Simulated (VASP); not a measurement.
# Ge (Fd-3m) in VASP: single point with PBE

Aim: the single point of Ge with PBE.

Everything below comes from runs of VASP 6.6.1. Logs are shortened: lines on timing, memory, paths and dates and some standing lists are left out, and cuts for length are marked.

### Step 1. The crystal as given

The structure is cubic, space group Fd-3m (No. 227). The conventional cell has a = 5.761 Å, b = 5.761 Å, c = 5.761 Å, α = 90.00°, β = 90.00°, γ = 90.00°. Ge (site symmetry -43m) is surrounded by 4 Ge at 2.49 Å.

### Step 2. Single point, PBE

The input, INCAR:

```
PREC = Normal ; ENCUT = 450
EDIFF = 1E-6 ; ISMEAR = 1
SIGMA = 0.1 ; LREAL = Auto
LASPH = True ; NELM = 80
ALGO = Fast ; ISIF = 2
LWAVE = False ; LCHARG = False
GGA = PE ; ICORELEVEL = 1
```

The input, KPOINTS:

```
regular mesh
0
Gamma
  5 5 5
```

The input, POSCAR:

```
Ge
1.0
    0.0000000000      0.0000000000     -5.7610020000
    0.0000000000     -5.7610020000      0.0000000000
   -5.7610020000      0.0000000000      0.0000000000
Ge
8
Direct
    0.5000000000      0.5000000000      0.0000000000
    0.5000000000      0.0000000000      0.5000000000
    0.0000000000      0.5000000000      0.5000000000
    0.0000000000      0.0000000000      0.0000000000
    0.2500000000      0.2500000000      0.7500000000
    0.2500000000      0.7500000000      0.2500000000
    0.7500000000      0.2500000000      0.2500000000
    0.7500000000      0.7500000000      0.7500000000
```

Potentials or basis: VASP PAW PBE potentials, release 64 (Ge_d).

Started as:

```
$ cat potpaw_PBE.64/Ge_d/POTCAR > POTCAR
$ mpirun -np 1 vasp_std > vasp.out
```

OUTCAR:

```text
PREC = Normal
   ENCUT = 450
   EDIFF = 1E-6
   ISMEAR = 1
   LREAL = Auto
   LASPH = True
   NELM = 80
   ISIF = 2
   GGA = PE

 ion  position               nearest neighbor table
   1  0.500  0.500  0.000-   5 2.49   6 2.49   7 2.49   8 2.49
   2  0.500  0.000  0.500-   5 2.49   6 2.49   7 2.49   8 2.49
   3  0.000  0.500  0.500-   5 2.49   6 2.49   7 2.49   8 2.49
   4  0.000  0.000  0.000-   5 2.49   6 2.49   7 2.49   8 2.49
   5  0.250  0.250  0.750-   1 2.49   2 2.49   3 2.49   4 2.49
   6  0.250  0.750  0.250-   1 2.49   2 2.49   3 2.49   4 2.49
   7  0.750  0.250  0.250-   1 2.49   2 2.49   3 2.49   4 2.49
   8  0.750  0.750  0.750-   1 2.49   2 2.49   3 2.49   4 2.49

  LATTYP: Found a simple cubic cell.
 ALAT       =     5.7610020000

  Lattice vectors:

 A1 = (   0.0000000000,   0.0000000000,  -5.7610020000)
 A2 = (   0.0000000000,  -5.7610020000,   0.0000000000)
 A3 = (  -5.7610020000,   0.0000000000,   0.0000000000)

Analysis of symmetry for initial positions (statically):
=====================================================================
 Subroutine PRICEL returns following result:

  LATTYP: Found a face centered cubic cell.
 ALAT       =     5.7610020000

  Lattice vectors:

 A1 = (   0.0000000000,   2.8805010000,  -2.8805010000)
 A2 = (  -2.8805010000,   0.0000000000,  -2.8805010000)
 A3 = (  -2.8805010000,   2.8805010000,   0.0000000000)

   4 primitive cells build up your supercell.

 Routine SETGRP: Setting up the symmetry group for a
 simple cubic supercell.

 Subroutine GETGRP returns: Found 48 space group operations
 (whereof 24 operations were pure point group operations)
 out of a pool of 48 trial point group operations.

The static configuration has the point symmetry T_d .
 The point group associated with its full space group is O_h .

Analysis of symmetry for dynamics (positions and initial velocities):
=====================================================================
 Subroutine PRICEL returns following result:

  LATTYP: Found a face centered cubic cell.
 ALAT       =     5.7610020000

  Lattice vectors:

 A1 = (   0.0000000000,   2.8805010000,  -2.8805010000)
 A2 = (  -2.8805010000,   0.0000000000,  -2.8805010000)
 A3 = (  -2.8805010000,   2.8805010000,   0.0000000000)

   4 primitive cells build up your supercell.

 Routine SETGRP: Setting up the symmetry group for a
 simple cubic supercell.

 Subroutine GETGRP returns: Found 48 space group operations
 (whereof 24 operations were pure point group operations)
 out of a pool of 48 trial point group operations.

The dynamic configuration has the point symmetry T_d .
 The point group associated with its full space group is O_h .

 Subroutine INISYM returns: Found 48 space group operations
 (whereof 24 operations are pure point group operations),
 and found     4 'primitive' translations

----------------------------------------------------------------------------------------

                                     Primitive cell

  volume of cell :      47.8007

  direct lattice vectors                    reciprocal lattice vectors
     0.000000000  2.880501000 -2.880501000     0.173580915  0.173580915 -0.173580915
    -2.880501000  0.000000000 -2.880501000    -0.173580915 -0.173580915 -0.173580915
    -2.880501000  2.880501000  0.000000000    -0.173580915  0.173580915  0.173580915

  length of vectors
     4.073643581  4.073643581  4.073643581     0.300650964  0.300650964  0.300650964

  position of ions in fractional coordinates (direct lattice)
     1.000000000  0.000000000  0.000000000
     0.250000000  0.250000000  0.250000000

  ion indices of the primitive-cell ions
   primitive index   ion index
                 1           1
                 2           5

----------------------------------------------------------------------------------------

 KPOINTS: regular mesh

Automatic generation of k-mesh.
 Grid dimensions read from file:
 generate k-points for:    5    5    5

 Generating k-lattice:

  Cartesian coordinates                     Fractional coordinates (reciprocal lattice)
     0.000000000  0.000000000 -0.034716183     0.200000000  0.000000000  0.000000000
     0.000000000 -0.034716183  0.000000000     0.000000000  0.200000000  0.000000000
    -0.034716183  0.000000000  0.000000000     0.000000000  0.000000000  0.200000000

  Length of vectors
     0.034716183  0.034716183  0.034716183

  Shift w.r.t. Gamma in fractional coordinates (k-lattice)
     0.000000000  0.000000000  0.000000000

 Subroutine IBZKPT returns following result:
 ===========================================

 Found     10 irreducible k-points:

 Following reciprocal coordinates:
            Coordinates               Weight
  0.000000  0.000000  0.000000      1.000000
  0.200000  0.000000  0.000000      6.000000
  0.400000  0.000000  0.000000      6.000000
  0.200000  0.200000  0.000000     12.000000
  0.400000  0.200000  0.000000     24.000000
  0.400000  0.400000  0.000000     12.000000
  0.200000  0.200000  0.200000      8.000000
  0.400000  0.200000  0.200000     24.000000
  0.400000  0.400000  0.200000     24.000000
  0.400000  0.400000  0.400000      8.000000
   k-points           NKPTS =     10   k-points in BZ     NKDIM =     10   number of bands    NBANDS=     67
   number of dos      NEDOS =    301   number of ions     NIONS =      8
   total plane-waves  NPLWV =  27000
   dimension x,y,z NGX =    30 NGY =   30 NGZ =   30
   dimension x,y,z NGXF=    60 NGYF=   60 NGZF=   60
   ions per type =               8
   NGX,Y,Z   is equivalent  to a cutoff of   8.66,  8.66,  8.66 a.u.
   NGXF,Y,Z  is equivalent  to a cutoff of  17.31, 17.31, 17.31 a.u.
 SYSTEM =  unknown system
   PREC   = normal    normal or accurate (medium, high low for compatibility)
   ISTART =      0    job   : 0-new  1-cont  2-samecut
   ICHARG =      2    charge: 1-file 2-atom 10-const
   ISPIN  =      1    spin polarized calculation?
   LNONCOLLINEAR =      F non collinear calculations
   LSORBIT =      F    spin-orbit coupling
   LASPH  =      T    aspherical Exc in radial PAW
   ENCUT  =  450.0 eV  33.07 Ry    5.75 a.u.   9.96  9.96  9.96*2*pi/ulx,y,z
   NELM   =     80;   NELMIN=  2; NELMDL= -5     # of ELM steps
   EDIFF  = 0.1E-05   stopping-criterion for ELM
   LREAL  =      T    real-space projection
   EDIFFG = 0.1E-04   stopping-criterion for IOM
   NSW    =      0    number of steps for IOM
   IBRION =     -1    ionic relax: 0-MD 1-quasi-New 2-CG
   NFREE  =      0    steps in history (QN), initial steepest desc. (CG)
   ISIF   =      2    stress and relaxation
   ISYM   =      2    0-nonsym 1-usesym 2-fastsym
   POTIM  = 0.5000    time-step for ionic-motion
   TEBEG  =    0.0;   TEEND  =   0.0 temperature during run
   PSTRESS=    0.0 pullay stress
   NELECT =     112.0000    total number of electrons
   NUPDOWN=      -1.0000    fix difference up-down
   EMIN   =  10.00;   EMAX   =-10.00  energy-range for DOS
   EFERMI =   0.00;   METHOD = LEGACY
   ISMEAR =     1;   SIGMA  =   0.10  broadening in eV -4-tet -1-fermi 0-gaus
   EFERMI_NEDOS =   21; number of points for ismear=-14 and -15
   IALGO  =     68    algorithm
   IMIX   =      4    mixing-type and parameters
     AMIX     =   0.40;   BMIX     =  1.00
     AMIX_MAG =   1.60;   BMIX_MAG =  1.00
  volume/ion in A,a.u.               =      23.90       161.29
  Fermi-wavevector in a.u.,A,eV,Ry     =   1.369776  2.588501 25.528416  1.876286
  Thomas-Fermi vector in A             =   2.495621
   LORBIT       =      0    0 simple, 1 ext, 2 COOP (PROOUT), +10 PAW based schemes
   GGA     = PE    functional components
   LHFCALC =     F    Hartree Fock is set to
   AEXX    =    0.0000 exact exchange contribution
   IVDW    =     0    specifies the selected vdW correction
   LEPSILON=     F    determine dielectric tensor
   LRPA    =     F    only Hartree local field effects (RPA)
 non-spin polarized calculation
 RMM-DIIS sequential band-by-band and
 Methfessel and Paxton  Order N= 1 SIGMA  =   0.10
  energy-cutoff  :      450.00
  volume of cell :      191.20
 maximum number of plane-waves:      4158
   NGX = 19   NGY = 19   NGZ = 19

 number of electron     112.0000963 magnetization

 Free energy of the ion-electron system (eV)
  ---------------------------------------------------
  ext. energy  EPLUGINS =         0.00000000
  ---------------------------------------------------
  free energy    TOTEN  =       -36.13804726 eV

  energy without entropy =      -36.13791604  energy(sigma->0) =      -36.13800352

 the core state eigenenergies are
   1-  1s -10950.5779  2s  -1362.3819  2p  -1189.2458  3s   -159.2864  3p   -106.4149

   2-  1s -10950.5779  2s  -1362.3819  2p  -1189.2458  3s   -159.2864  3p   -106.4149

   3-  1s -10950.5779  2s  -1362.3819  2p  -1189.2458  3s   -159.2864  3p   -106.4149

   4-  1s -10950.5779  2s  -1362.3819  2p  -1189.2458  3s   -159.2864  3p   -106.4149

   5-  1s -10950.5779  2s  -1362.3819  2p  -1189.2458  3s   -159.2864  3p   -106.4149

   6-  1s -10950.5779  2s  -1362.3819  2p  -1189.2458  3s   -159.2864  3p   -106.4149

   7-  1s -10950.5779  2s  -1362.3819  2p  -1189.2458  3s   -159.2864  3p   -106.4149

   8-  1s -10950.5779  2s  -1362.3819  2p  -1189.2458  3s   -159.2864  3p   -106.4149

 E-fermi :   4.4994     XC(G=0):  -9.6689

 val. band max:        4.4790227864   @ k =   0.0000   0.0000   0.0000
 cond. band min:       4.5847710842   @ k =   0.4000   0.4000   0.4000
 fundamental gap:      0.1057482978
 Fermi energy:         4.4993868153

 k-point     1 :       0.0000    0.0000    0.0000
  band No.  band energies     occupation
      1     -20.2966      2.00000
      2     -20.2966      2.00000
      3     -20.2966      2.00000
      4     -20.2966      2.00000
      5     -20.2966      2.00000
      6     -20.2966      2.00000
[... 59 lines left out ...]
     66       7.0082      0.00000
     67      10.7760      0.00000
[... 628 lines left out ...]
     66       8.6458      0.00000
     67       8.6458      0.00000

------------------------ aborting loop because EDIFF is reached ----------------------------------------

  FORCE on cell =-STRESS in cart. coord.  units (eV):
  Direction    XX          YY          ZZ          XY          YZ          ZX
  --------------------------------------------------------------------------------------
  -------------------------------------------------------------------------------------
  Total       -0.3592621     -0.3592621     -0.3592621      0.0000000     -0.0000000      0.0000000
  in kB       -3.0104257     -3.0104257     -3.0104257      0.0000000     -0.0000000      0.0000000
  external PRESSURE =      -3.0104257 kB  Pullay stress =       0.0000000 kB

 VOLUME and BASIS-vectors are now :
 -----------------------------------------------------------------------------
  energy-cutoff  :      450.00
  volume of cell :      191.20
      direct lattice vectors                 reciprocal lattice vectors
     0.000000000  0.000000000 -5.761002000     0.000000000  0.000000000 -0.173580915
     0.000000000 -5.761002000  0.000000000     0.000000000 -0.173580915  0.000000000
    -5.761002000  0.000000000  0.000000000    -0.173580915  0.000000000  0.000000000

 POSITION                                       TOTAL-FORCE (eV/Angst)
 -----------------------------------------------------------------------------------
      0.00000     -2.88050     -2.88050         0.000000     -0.000000     -0.000000
     -2.88050      0.00000     -2.88050        -0.000000      0.000000      0.000000
     -2.88050     -2.88050      0.00000        -0.000000      0.000000      0.000000
      0.00000      0.00000      0.00000        -0.000000     -0.000000     -0.000000
     -4.32075     -1.44025     -1.44025        -0.000000      0.000000     -0.000000
     -1.44025     -4.32075     -1.44025         0.000000     -0.000000     -0.000000
     -1.44025     -1.44025     -4.32075         0.000000      0.000000      0.000000
     -4.32075     -4.32075     -4.32075        -0.000000      0.000000      0.000000
 -----------------------------------------------------------------------------------
    total drift:                                0.000000     -0.000000     -0.000000

  FREE ENERGIE OF THE ION-ELECTRON SYSTEM (eV)
  ---------------------------------------------------
  free  energy   TOTEN  =       -36.1380472637 eV

  energy  without entropy=      -36.1379160354  energy(sigma->0) =      -36.13800352
```

Wall time 40 s (1 thread of AMD EPYC 9R14 (Zen 4), shared host); peak memory 0.17 GiB.

What came out:

* Free energy: -36.1380 eV
* Pressure: -0.3 GPa
* Band gap on the k mesh: none (metal or under the smearing width)

Levels at points of the mesh, in eV from the Fermi level:
```tsv
k point	band 54	band 55	band 56	band 57	band 58	band 59
(0.00, 0.00, 0.00)	-0.47	-0.02	-0.02	-0.02	0.80	0.80
```

Core levels (eV, on the scale of the bands):
| atom | levels |
| --- | --- |
| 1 Ge | 1s -10950.6, 2s -1362.4, 2p -1189.2, 3s -159.3, 3p -106.4 |
| 2 Ge | 1s -10950.6, 2s -1362.4, 2p -1189.2, 3s -159.3, 3p -106.4 |
| 3 Ge | 1s -10950.6, 2s -1362.4, 2p -1189.2, 3s -159.3, 3p -106.4 |
| 4 Ge | 1s -10950.6, 2s -1362.4, 2p -1189.2, 3s -159.3, 3p -106.4 |
| 5 Ge | 1s -10950.6, 2s -1362.4, 2p -1189.2, 3s -159.3, 3p -106.4 |
| 6 Ge | 1s -10950.6, 2s -1362.4, 2p -1189.2, 3s -159.3, 3p -106.4 |

Caveat: this crystal is a semiconductor, whose small gap the functional closes, so the metal is an error of the method.

### Step 3. Against experiment

Step 2. The gap isn't set beside the measured one, since this odd mesh misses points on the zone boundary.
